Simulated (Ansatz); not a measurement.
# SCF convergence of SiO2 against the length of the Broyden history

Computed with DFT PBE, scalar-relativistic, plane waves, PAW (Ansatz 0.2.0).

```cif
data_structure
_symmetry_space_group_name_H-M 'P 1'
_symmetry_Int_Tables_number 1
_cell_length_a 5.0605
_cell_length_b 5.0605
_cell_length_c 5.5414
_cell_angle_alpha 90.000
_cell_angle_beta 90.000
_cell_angle_gamma 120.000
_cell_volume 122.90
loop_
_atom_site_label
_atom_site_type_symbol
_atom_site_fract_x
_atom_site_fract_y
_atom_site_fract_z
_atom_site_occupancy
Si1 Si 0.00000 0.50000 0.33333 1
Si2 Si 0.50000 0.50000 0.66667 1
Si3 Si 0.50000 0.00000 0.00000 1
O1 O 0.58279 0.79139 0.83333 1
O2 O 0.79139 0.58279 0.50000 1
O3 O 0.79139 0.20861 0.16667 1
O4 O 0.41721 0.20861 0.83333 1
O5 O 0.20861 0.41721 0.50000 1
O6 O 0.20861 0.79139 0.16667 1
```

The plane-wave cutoff is 420 eV. The Γ-centred k-mesh is 6×6×4 and the occupation rule is Gaussian smearing, 0.02 eV. The spin treatment is unpolarised.

Each run starts from superposed atomic densities and uses Broyden mixing with its automatic preconditioner, at most 120 iterations and the default threshold on the density residual; only the length of the Broyden history differs.

```csv
length of the Broyden history,iterations,converged,"density residual (eV) at iterations 1, 3, 5"
1,13,yes,31 0.41 0.0023
2,10,yes,31 0.41 0.0022
5,9,yes,31 0.41 0.0012
8,9,yes,31 0.41 0.0012
```

This form isn't the usual stable structure of the compound.

Cost: 4 runs of about 0.29 core-minutes in all, on Intel Xeon 6975P-C (Granite Rapids) (shared hosts).